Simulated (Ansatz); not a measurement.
Zincblende BeS, relaxed with r2SCAN in Ansatz 0.2.0: the symmetry is F-43m (No. 216, cubic); a = 4.869 Å in the conventional setting, 14.43 Å³ an atom. Around Be lie 4 S at 2.11 Å; around S lie 4 Be at 2.11 Å. It was then strained (biaxial in x and y, z held), atoms relaxed again within the symmetry left. Unstrained, HSE06 gives 4.085 eV (Γ → X, 6×6×6 mesh), and the band edges keep their places in every row. Only one sign of strain is shown, since it lowers the symmetry, and equivalent edge states can then move with another slope on the other side. Stress is positive in compression. (Simulation; spin polarisation is off.)

Axes as in this cell:
```
CELL_PARAMETERS angstrom
0.00000 2.43431 2.43431
2.43431 0.00000 2.43431
2.43431 2.43431 0.00000
ATOMIC_POSITIONS crystal
Be 0.00000 0.00000 0.00000
S 0.25000 0.25000 0.25000
```

```tsv
strain (%)	ε	ΔE_g, HSE06 (eV)	Δσ_xx, r2SCAN (GPa)
-3.24	-0.0324	-0.319	+8.48
-2.22	-0.0222	-0.212	+5.57
-0.87	-0.0087	-0.080	+2.06
-0.5	-0.0050	-0.045	+1.17
```

Fit ΔE_g = a x + b x² to these rows by least squares, with x = ε.
The normal equations take Σx² = 1.643e-03, Σx³ = -4.574e-05, Σx⁴ = 1.351e-06, ΣxΔE = 1.596e-02 and Σx²ΔE = -4.465e-04, and give a = +8.92 eV, b = -28.7 eV; the largest residual is 0.000 eV.

Fit the change of σ_xx in the same way.
Δσ_xx = -227.7 x + (1048) x² GPa. The slope, 228 GPa, is C₁₁ + C₁₂ in these axes.

Predict the withheld row at -1.64 % (x = -0.0164).
ΔE_g ≈ +8.92 × (-0.0164) + (-28.7) × (-0.0164)² = -0.154 eV, and Δσ_xx ≈ +4.02 GPa. The runs give -0.154 eV and +4.01 GPa, off by 0.000 eV and -0.01 GPa.

Where an edge lies off the special points, it is a point of the mesh or the k point where a search put PBE's edge or least direct gap, reused for the other functionals, whose own edges may lie a little apart.

The meshes of the hybrids are coarse, so their gaps aren't converged to the digits shown.
